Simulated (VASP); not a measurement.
# BN (R3m) in VASP: a series of runs, part 2 of 3

VASP 6.6.1. The steps go on from the part before.

**4. Relaxation of cell and atoms, PBE+rVV10**

INCAR reads:

```
ALGO = Normal
BPARAM = 10.0
CPARAM = 0.0093
EDIFF = 1E-7
EDIFFG = -0.01
ENCUT = 600
GGA = PE
IBRION = 2
ISIF = 3
ISMEAR = -1
IVDW_NL = 2
LASPH = True
LCHARG = False
LREAL = False
LUSE_VDW = True
LWAVE = False
NELM = 100
NSW = 40
PREC = Accurate
SIGMA = 0.05
```

KPOINTS reads:

```
k-points
0
Gamma
  12 12 12
```

POSCAR reads:

```
BN
1.0
    1.2511217832      0.7223354983      3.3729344033
   -1.2511217832      0.7223354983      3.3729344033
    0.0000000000     -1.4446709966      3.3729344033
N B
1 1
Direct
    0.6672382000      0.6672382000      0.6672382000
    0.0003288000      0.0003288000      0.0003288000
```

Potentials or basis: VASP PAW PBE potentials, release 64 (N, B).

Run with:

```console
> cat potpaw_PBE.64/N/POTCAR potpaw_PBE.64/B/POTCAR > POTCAR
> mpirun -np 1 vasp_std > vasp.out
```

OUTCAR:

```text
BPARAM = 10.0
   EDIFF = 1E-7
   EDIFFG = -0.01
   ENCUT = 600
   GGA = PE
   IBRION = 2
   ISIF = 3
   ISMEAR = -1
   IVDW_NL = 2
   LASPH = True
   LREAL = False
   NELM = 100
   NSW = 40
   PREC = Accurate

 ion  position               nearest neighbor table
   1  0.667  0.667  0.667-   2 1.44   2 1.44   2 1.44
   2  0.000  0.000  0.000-   1 1.44   1 1.44   1 1.44

  LATTYP: Found a trigonal (rhomboedric) cell.
 ALAT       =     3.6692997666
 COS(alpha) =     0.7674786797

  Lattice vectors:

 A1 = (   1.2511217832,   0.7223354983,   3.3729344033)
 A2 = (  -1.2511217832,   0.7223354983,   3.3729344033)
 A3 = (   0.0000000000,  -1.4446709966,   3.3729344033)

Analysis of symmetry for initial positions (statically):
=====================================================================
 Subroutine PRICEL returns:
 Original cell was already a primitive cell.

 Routine SETGRP: Setting up the symmetry group for a
 trigonal (rhombohedral) supercell.

 Subroutine GETGRP returns: Found  6 space group operations
 (whereof  6 operations were pure point group operations)
 out of a pool of 12 trial point group operations.

The static configuration has the point symmetry C_3v.

Analysis of symmetry for dynamics (positions and initial velocities):
[... 173 lines left out ...]
  external PRESSURE =      26.6938530 kB  Pullay stress =       0.0000000 kB
[... 59 lines left out ...]
--------------------------------------- Ionic step        3  -------------------------------------------

 number of electron       8.0000000 magnetization

 Free energy of the ion-electron system (eV)
  ---------------------------------------------------
  ext. energy  EPLUGINS =         0.00000000
  ---------------------------------------------------
  free energy    TOTEN  =       -17.35736497 eV

  energy without entropy =      -17.35736497  energy(sigma->0) =      -17.35736497

 E-fermi :   3.1184     XC(G=0): -10.0585

 val. band max:        2.0686614975   @ k =  -0.3333   0.3333   0.0000
 cond. band min:       6.2798465936   @ k =   0.5000   0.5000  -0.0000
 fundamental gap:      4.2111850960
 Fermi energy:         3.1184335901

 k-point     1 :       0.0000    0.0000    0.0000
  band No.  band energies     occupation
      1     -15.6421      2.00000
      2      -2.0476      2.00000
      3       0.7764      2.00000
      4       0.7764      2.00000
      5       7.0762      0.00000
      6      13.6606      0.00000
      7      13.6606      0.00000
      8      15.0796      0.00000
[... 243 lines left out ...]
 k-point    24 :      -0.4167    0.1667    0.0000
  band No.  band energies     occupation
      1     -12.2295      2.00000
      2      -6.4831      2.00000
      3      -3.3176      2.00000
      4       1.7572      2.00000
      5       7.1999      0.00000
      6      13.4328      0.00000
      7      15.4641      0.00000
      8      16.3139      0.00000

 [... further k-points ...]

------------------------ aborting loop because EDIFF is reached ----------------------------------------

  FORCE on cell =-STRESS in cart. coord.  units (eV):
  Direction    XX          YY          ZZ          XY          YZ          ZX
  --------------------------------------------------------------------------------------
  -------------------------------------------------------------------------------------
  Total       -0.0020886     -0.0020886      0.0091519      0.0000000      0.0000000      0.0000000
  in kB       -0.1815926     -0.1815926      0.7956990      0.0000000      0.0000000      0.0000000
  external PRESSURE =       0.1441713 kB  Pullay stress =       0.0000000 kB
[... 17 lines left out ...]
  FREE ENERGIE OF THE ION-ELECTRON SYSTEM (eV)
  ---------------------------------------------------
  free  energy   TOTEN  =       -17.3573649702 eV

  energy  without entropy=      -17.3573649702  energy(sigma->0) =      -17.35736497

 reached required accuracy - stopping structural energy minimisation
```

Wall time 2.6 min (1 thread of Intel Xeon Platinum 8488C (Sapphire Rapids), shared host); peak memory 0.28 GiB.

What came out:

* Free energy: -17.3574 eV
* Relaxed volume: 9.21 Å³/atom
* Relaxed cell: a = 3.672 Å, b = 3.672 Å, c = 3.672 Å, α = 40.00°, β = 40.00°, γ = 40.00°
* Space group after relaxing (to 0.05 Å): R3m (No. 160)
* Energy gained by relaxing: 0.8 meV/atom
* Ionic steps: 3
* Pressure after relaxing: 0.0 GPa
* Band gap on the k mesh: 4.21 eV, indirect (least direct gap 4.65 eV)

The path:
```
step  energy change (eV)  largest force (eV/Å)  pressure (GPa)  volume (Å³)
   1              0.0000                0.0029            2.67        18.29
   2              0.0044                0.0024           -4.82        18.69
   3             -0.0017                0.0011            0.01        18.43
```

Final structure:
```xyz
2
Lattice="1.2558 0.7250 3.3732 -1.2558 0.7250 3.3732 0.0000 -1.4501 3.3732" Properties=species:S:1:pos:R:3 pbc="T T T"
N     0.0000    0.0000    6.7521
B     0.0000    0.0000    0.0034
```

A k mesh can miss the band edges. PBE gaps usually lie below the measured ones, often by a third to a half.

**5. Relaxation of cell and atoms, PBE+TS**

INCAR reads:

```
SYSTEM = BN
ALGO     = Normal         ! electronic algorithm
EDIFF    = 1E-6           ! SCF threshold, eV
EDIFFG   = -0.02          ! ionic threshold
ENCUT    = 600            ! plane-wave cutoff, eV
GGA      = PE             ! functional
IBRION   = 2              ! ionic algorithm
ISIF     = 3              ! what is computed and relaxed
ISMEAR   = -1             ! smearing method
IVDW     = 2              ! dispersion correction
LASPH    = .True.         ! aspherical terms in the spheres
LCHARG   = .False.        ! write CHGCAR
LREAL    = .False.        ! projectors in reciprocal space
LWAVE    = .False.        ! write WAVECAR
NELM     = 60             ! most SCF steps
NSW      = 40             ! ionic steps
PREC     = Accurate       ! precision mode
SIGMA    = 0.05           ! smearing width, eV
```

KPOINTS reads:

```
k-points
0
Gamma
  12 12 12
  0 0 0
```

POSCAR is that of step 4.

Potentials or basis: VASP PAW PBE potentials, release 64 (N, B).

Run with:

```console
> cat potpaw_PBE.64/N/POTCAR potpaw_PBE.64/B/POTCAR > POTCAR
> mpirun -np 1 vasp_std > vasp.out
```

OUTCAR:

```text
SYSTEM = BN
   EDIFF = 1E-6
   EDIFFG = -0.02
   ENCUT = 600
   GGA = PE
   IBRION = 2
   ISIF = 3
   ISMEAR = -1
   IVDW = 2
   LASPH = .True.
   LREAL = .False.
   NELM = 60
   NSW = 40
   PREC = Accurate
  IVDW =   2

 ion  position               nearest neighbor table
   1  0.667  0.667  0.667-   2 1.44   2 1.44   2 1.44
   2  0.000  0.000  0.000-   1 1.44   1 1.44   1 1.44

  LATTYP: Found a trigonal (rhomboedric) cell.
 ALAT       =     3.6692997666
 COS(alpha) =     0.7674786797

  Lattice vectors:

 A1 = (   1.2511217832,   0.7223354983,   3.3729344033)
 A2 = (  -1.2511217832,   0.7223354983,   3.3729344033)
 A3 = (   0.0000000000,  -1.4446709966,   3.3729344033)

Analysis of symmetry for initial positions (statically):
=====================================================================
 Subroutine PRICEL returns:
 Original cell was already a primitive cell.

 Routine SETGRP: Setting up the symmetry group for a
 trigonal (rhombohedral) supercell.

 Subroutine GETGRP returns: Found  6 space group operations
 (whereof  6 operations were pure point group operations)
 out of a pool of 12 trial point group operations.

The static configuration has the point symmetry C_3v.

Analysis of symmetry for dynamics (positions and initial velocities):
=====================================================================
 Subroutine PRICEL returns:
 Original cell was already a primitive cell.

 Routine SETGRP: Setting up the symmetry group for a
 trigonal (rhombohedral) supercell.

 Subroutine GETGRP returns: Found  6 space group operations
 (whereof  6 operations were pure point group operations)
 out of a pool of 12 trial point group operations.

The dynamic configuration has the point symmetry C_3v.

 Subroutine INISYM returns: Found  6 space group operations
 (whereof  6 operations are pure point group operations),
 and found     1 'primitive' translations

----------------------------------------------------------------------------------------

                                     Primitive cell

  volume of cell :      18.2893

  direct lattice vectors                    reciprocal lattice vectors
     1.251121783  0.722335498  3.372934403     0.399641351  0.230733042  0.098825916
    -1.251121783  0.722335498  3.372934403    -0.399641351  0.230733042  0.098825916
     0.000000000 -1.444670997  3.372934403     0.000000000 -0.461466083  0.098825916

  length of vectors
     3.669299767  3.669299767  3.669299767     0.471929558  0.471929558  0.471929558

  position of ions in fractional coordinates (direct lattice)
     0.667238200  0.667238200  0.667238200
     0.000328800  0.000328800  0.000328800

  ion indices of the primitive-cell ions
   primitive index   ion index
                 1           1
                 2           2

----------------------------------------------------------------------------------------

 KPOINTS: k-points

Automatic generation of k-mesh.
 Grid dimensions read from file:
 generate k-points for:   12   12   12

 Generating k-lattice:

  Cartesian coordinates                     Fractional coordinates (reciprocal lattice)
     0.033303446  0.019227753  0.008235493     0.083333333  0.000000000  0.000000000
    -0.033303446  0.019227753  0.008235493     0.000000000  0.083333333  0.000000000
     0.000000000 -0.038455507  0.008235493     0.000000000  0.000000000  0.083333333

  Length of vectors
     0.039327463  0.039327463  0.039327463

  Shift w.r.t. Gamma in fractional coordinates (k-lattice)
     0.000000000  0.000000000  0.000000000

 Subroutine IBZKPT returns following result:
[... 50 lines left out ...]
   LREAL  =      F    real-space projection
   EDIFFG = -.2E-01   stopping-criterion for IOM
   NSW    =     40    number of steps for IOM
   IBRION =      2    ionic relax: 0-MD 1-quasi-New 2-CG
   NFREE  =      1    steps in history (QN), initial steepest desc. (CG)
   ISIF   =      3    stress and relaxation
   ISYM   =      2    0-nonsym 1-usesym 2-fastsym
   POTIM  = 0.5000    time-step for ionic-motion
   TEBEG  =    0.0;   TEEND  =   0.0 temperature during run
   PSTRESS=    0.0 pullay stress
   NELECT =       8.0000    total number of electrons
   NUPDOWN=      -1.0000    fix difference up-down
   EMIN   =  10.00;   EMAX   =-10.00  energy-range for DOS
   EFERMI =   0.00;   METHOD = LEGACY
   ISMEAR =    -1;   SIGMA  =   0.05  broadening in eV -4-tet -1-fermi 0-gaus
   EFERMI_NEDOS =   21; number of points for ismear=-14 and -15
   IALGO  =     38    algorithm
   IMIX   =      4    mixing-type and parameters
     AMIX     =   0.40;   BMIX     =  1.00
     AMIX_MAG =   1.60;   BMIX_MAG =  1.00
  volume/ion in A,a.u.               =       9.14        61.71
  Fermi-wavevector in a.u.,A,eV,Ry     =   1.242717  2.348395 21.012099  1.544346
  Thomas-Fermi vector in A             =   2.377059
   LORBIT       =      0    0 simple, 1 ext, 2 COOP (PROOUT), +10 PAW based schemes
   GGA     = PE    functional components
   LHFCALC =     F    Hartree Fock is set to
   AEXX    =    0.0000 exact exchange contribution
   IVDW    =     2    specifies the selected vdW correction
   LEPSILON=     F    determine dielectric tensor
   LRPA    =     F    only Hartree local field effects (RPA)
 conjugate gradient relaxation of ions
 non-spin polarized calculation
  energy-cutoff  :      600.00
  volume of cell :       18.29
 maximum number of plane-waves:       624
 NGX is ok and might be reduce to    30
   NGX = 15   NGY = 15   NGZ = 15

--------------------------------------- Ionic step        1  -------------------------------------------

 number of electron       8.0000000 magnetization

 Free energy of the ion-electron system (eV)
  ---------------------------------------------------
  ext. energy  EPLUGINS =         0.00000000
  ---------------------------------------------------
  free energy    TOTEN  =       -17.58422944 eV

  energy without entropy =      -17.58422944  energy(sigma->0) =      -17.58422944

------------------------ aborting loop because EDIFF is reached ----------------------------------------

  Tkatchenko/Scheffler method for vdW energy calculation

  Number of pair interactions contributing to vdW energy:   85931
[... 111 lines left out ...]
  FREE ENERGIE OF THE ION-ELECTRON SYSTEM (eV)
  ---------------------------------------------------
  free  energy   TOTEN  =       -17.8683537856 eV

  energy  without entropy=      -17.8683537856  energy(sigma->0) =      -17.86835379

 E-fermi :   3.1416     XC(G=0):  -9.9970

 val. band max:        2.1496057125   @ k =  -0.3333   0.3333   0.0000
 cond. band min:       6.4167879439   @ k =   0.5000   0.5000  -0.0000
 fundamental gap:      4.2671822315
 Fermi energy:         3.1416152128

 k-point     1 :       0.0000    0.0000    0.0000
  band No.  band energies     occupation
      1     -15.6105      2.00000
      2      -1.9896      2.00000
      3       0.8607      2.00000
      4       0.8607      2.00000
      5       7.3442      0.00000
      6      13.8056      0.00000
      7      13.8056      0.00000
      8      15.2637      0.00000
[... 243 lines left out ...]
 k-point    24 :      -0.4167    0.1667    0.0000
  band No.  band energies     occupation
      1     -12.1755      2.00000
      2      -6.4331      2.00000
      3      -3.2551      2.00000
      4       1.8364      2.00000
      5       7.3246      0.00000
      6      13.6550      0.00000
      7      15.7296      0.00000
      8      16.5621      0.00000

 [... further k-points ...]

[... ionic steps 4 to 7 ...]

--------------------------------------- Ionic step        8  -------------------------------------------

 number of electron       8.0000000 magnetization

------------------------ aborting loop because EDIFF is reached ----------------------------------------
[... 79 lines left out ...]
--------------------------------------- Ionic step       10  -------------------------------------------

 number of electron       8.0000000 magnetization

 Free energy of the ion-electron system (eV)
  ---------------------------------------------------
  ext. energy  EPLUGINS =         0.00000000
  ---------------------------------------------------
  free energy    TOTEN  =       -17.57946231 eV

  energy without entropy =      -17.57946231  energy(sigma->0) =      -17.57946231

 E-fermi :   3.3225     XC(G=0): -10.1045

 val. band max:        2.2752954536   @ k =  -0.3333   0.3333   0.0000
 cond. band min:       6.5205485665   @ k =   0.5000   0.5000  -0.0000
 fundamental gap:      4.2452531129
 Fermi energy:         3.3225346537

 k-point     1 :       0.0000    0.0000    0.0000
  band No.  band energies     occupation
      1     -15.5047      2.00000
      2      -1.7780      2.00000
      3       0.9972      2.00000
      4       0.9972      2.00000
      5       7.5674      0.00000
      6      13.9540      0.00000
      7      13.9540      0.00000
      8      15.4398      0.00000
[... 254 lines left out ...]
 [... further k-points ...]

------------------------ aborting loop because EDIFF is reached ----------------------------------------

  Hirshfeld charges:
            ion         q(e)
   ------------------------------
      1     N       -0.20366600
      2     B        0.20366600

  Tkatchenko/Scheffler method for vdW energy calculation

  Number of pair interactions contributing to vdW energy:   87381

  Edisp (eV):   -0.29038
[... 25 lines left out ...]
  FREE ENERGIE OF THE ION-ELECTRON SYSTEM (eV)
  ---------------------------------------------------
  free  energy   TOTEN  =       -17.8698421888 eV

  energy  without entropy=      -17.8698421888  energy(sigma->0) =      -17.86984219

 reached required accuracy - stopping structural energy minimisation
```

Run time: 3.7 min. Hardware: 1 thread of Intel Xeon Platinum 8488C (Sapphire Rapids), shared host; peak memory 0.19 GiB.

What came out:

- Free energy: -17.8698 eV
- Relaxed volume: 8.98 Å³/atom
- Relaxed cell: a = 3.610 Å, b = 3.610 Å, c = 3.610 Å, α = 40.58°, β = 40.58°, γ = 40.58°
- Space group after relaxing (to 0.05 Å): R3m (No. 160)
- Energy gained by relaxing: 1.0 meV/atom
- Ionic steps: 10
- Pressure after relaxing: 0.1 GPa
- Largest force after relaxing: 0.018 eV/Å
- Band gap on the k mesh: 4.25 eV, indirect (least direct gap 4.70 eV)
- Hirshfeld charges: N -0.20; B +0.20 e
- Dispersion energy per atom: -0.145 eV

Forces in eV/Å, atoms in the order of the input:
```
N    0.000  0.000 -0.018
B    0.000  0.000  0.018
```

Stress tensor (GPa, compression positive):
```
0.15 0.00 0.00
0.00 0.15 0.00
0.00 0.00 0.01
```

The path:
| step | energy change (eV) | largest force (eV/Å) | pressure (GPa) | volume (Å³) |
| --- | --- | --- | --- | --- |
| 1 | 0.0000 | 0.0088 | 0.30 | 18.29 |
| 2 | -0.0004 | 0.0038 | -1.34 | 18.33 |
| 3 | -0.0005 | 0.0011 | -1.02 | 18.33 |
| 4 | -0.0004 | 0.0027 | -0.51 | 18.31 |
| 5 | -0.0007 | 0.0059 | -0.42 | 18.26 |
| 6 | -0.0015 | 0.0319 | -0.19 | 18.10 |
| 7 | -0.0018 | 0.0852 | 0.34 | 17.78 |
| 8 | -0.0018 | 0.0451 | -0.05 | 18.02 |
| 9 | -0.0019 | 0.0381 | 0.19 | 17.94 |
| 10 | -0.0020 | 0.0175 | 0.11 | 17.96 |

Final structure:
```
N B
1.0
     1.25187    0.72276    3.30783
    -1.25187    0.72276    3.30783
     0.00000   -1.44553    3.30783
N B
1 1
Direct
  0.66733 0.66733 0.66733
  0.00024 0.00024 0.00024
```

Levels at points of the mesh, in eV from the valence-band top:
| k point | band 1 | band 2 | band 3 | band 4 | band 5 | band 6 | band 7 | band 8 |
| --- | --- | --- | --- | --- | --- | --- | --- | --- |
| (0.00, 0.00, 0.00) | -17.78 | -4.05 | -1.28 | -1.28 | 5.29 | 11.68 | 11.68 | 13.16 |
| (0.50, 0.00, 0.00) | -14.58 | -8.92 | -4.05 | -0.56 | 5.32 | 9.95 | 13.18 | 15.22 |
| (0.50, 0.50, 0.00) | -14.50 | -8.78 | -4.12 | -1.20 | 4.25 | 9.89 | 14.40 | 17.86 |
| (0.50, 0.50, 0.50) | -17.48 | -6.20 | -1.30 | -1.30 | 10.33 | 11.60 | 11.60 | 12.34 |

A k mesh can miss the band edges. Expect the measured gap to be larger: semilocal functionals such as PBE lack the derivative discontinuity.

[end of part 2 of 3]
